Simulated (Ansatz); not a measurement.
# HfC: the cost of one run

Computed with Ansatz 0.2.0 (DFT PBE, scalar-relativistic, plane waves, PAW, unless a step's input says otherwise).

**1. The starting structure**

It takes space group Pnma (No. 62, orthorhombic). Conventional cell: a = 8.903 Å, b = 3.113 Å, c = 3.667 Å, α = 90.00°, β = 90.00°, γ = 90.00°. Hf (site symmetry m) has 3 C at 2.10 to 2.13 Å as nearest neighbours. C (site symmetry m) is surrounded by 3 Hf at 2.10 to 2.13 Å.

Coordinates:

```
CELL_PARAMETERS angstrom
8.90289 0.00000 0.00000
0.00000 3.11260 0.00000
0.00000 0.00000 3.66690
ATOMIC_POSITIONS crystal
Hf 0.12100 0.25000 0.10600
Hf 0.87900 0.75000 0.89400
Hf 0.37900 0.75000 0.60600
Hf 0.62100 0.25000 0.39400
C 0.85200 0.25000 0.50300
C 0.14800 0.75000 0.49700
C 0.64800 0.75000 0.00300
C 0.35200 0.25000 0.99700
```

This is candidate A: GeS type (Pnma, No. 62).

(A quick probe on a coarse mesh, which set the mesh and smearing, is not shown.)

**3. A loose first relaxation (candidate A)**

Input file input.yaml:

```yaml
crystal:
  lattice:
    - [8.9028880993, 0.0, 0.0]
    - [0.0, 3.1125997665, 0.0]
    - [0.0, 0.0, 3.6668983551]
  atoms:
    - { symbol: Hf, position: [0.121, 0.25, 0.106] }
    - { symbol: Hf, position: [0.879, 0.75, 0.894] }
    - { symbol: Hf, position: [0.379, 0.75, 0.606] }
    - { symbol: Hf, position: [0.621, 0.25, 0.394] }
    - { symbol: C, position: [0.852, 0.25, 0.503] }
    - { symbol: C, position: [0.148, 0.75, 0.497] }
    - { symbol: C, position: [0.648, 0.75, 0.003] }
    - { symbol: C, position: [0.352, 0.25, 0.997] }
basis:
  ecutwfc: 420
kpoints:
  mp_grid: { grid: [2, 6, 6] }
hamiltonian:
  xc: pbe
scf:
  occupations: { method: gaussian, width: 0.1 }
  lower_state_search: "off"
output:
  forces: true
  stress: true
  eigenvalues: true
relax:
  adjacent_minimum: "off"
  f_tol: 0.04
  max_steps: 70
  cell: { stress_tol: 0.4 }
```

Launch:

```
> ansatz run input.yaml --threads 1 --pin off --max-ram 2560MiB --backend cpu --events-out ev --progress --plain --runs-dir out
```

What time and memory should one allow on 1 thread of INTEL XEON PLATINUM 8581C at 2.10GHz (Emerald Rapids), shared host?

About 1.8 min, with a peak of 0.55 GiB.
